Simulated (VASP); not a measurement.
A run of VASP 6.6.1 is set up as follows.

File INCAR:

```
SYSTEM = SiNi2
ALGO = Normal
EDIFF = 1E-6
EDIFFG = -0.01
ENCUT = 600
GGA = PS
IBRION = 2
ISIF = 3
ISMEAR = -1
ISPIN = 2
LASPH = .TRUE.
LCHARG = .FALSE.
LMAXMIX = 4
LORBIT = 11
LREAL = .FALSE.
LWAVE = .FALSE.
MAGMOM = 1 1 1 1 0 0
NELM = 150
NSW = 60
PREC = Accurate
SIGMA = 0.05
```

Contents of KPOINTS:

```
k-points
0
G
  6 6 5
  0 0 0
```

File POSCAR:

```
SiNi2
1.0
    3.8360000000      0.0000000000      0.0000000000
   -1.9180000000      3.3220734489      0.0000000000
    0.0000000000      0.0000000000      4.9480000000
Ni Si
4 2
Direct
    0.6666666667      0.3333333333      0.7500000000
    0.3333333333      0.6666666667      0.2500000000
    0.0000000000      0.0000000000      0.5000000000
    0.0000000000      0.0000000000      0.0000000000
    0.6666666667      0.3333333333      0.2500000000
    0.3333333333      0.6666666667      0.7500000000
```

Potentials or basis: VASP PAW PBE potentials, release 64 (Ni, Si).

Run with:

```console
$ cat potpaw_PBE.64/Ni/POTCAR potpaw_PBE.64/Si/POTCAR > POTCAR
$ mpirun -np 1 vasp_std > vasp.out
```

Task: Estimate the band gap on the k mesh.

Result: None (metal or under the smearing width).

Task: Predict the relaxed volume.

Result: 10.62 Å³/atom.

Task: Predict the net moment.

Result: 0.00 μB per cell.

The path:
```csv
step,energy change (eV),largest force (eV/Å),pressure (GPa),volume (Å³)
1,0.0000,0.0000,3.05,63.05
2,-0.0018,0.0000,-4.00,64.89
3,-0.0136,0.0000,-0.82,63.99
4,-0.0163,0.0000,0.03,63.75
```

Caveat: the PAW data sets were made with another functional, which shifts forces and pressure a little. Zero-point motion and thermal expansion aren't in these numbers.
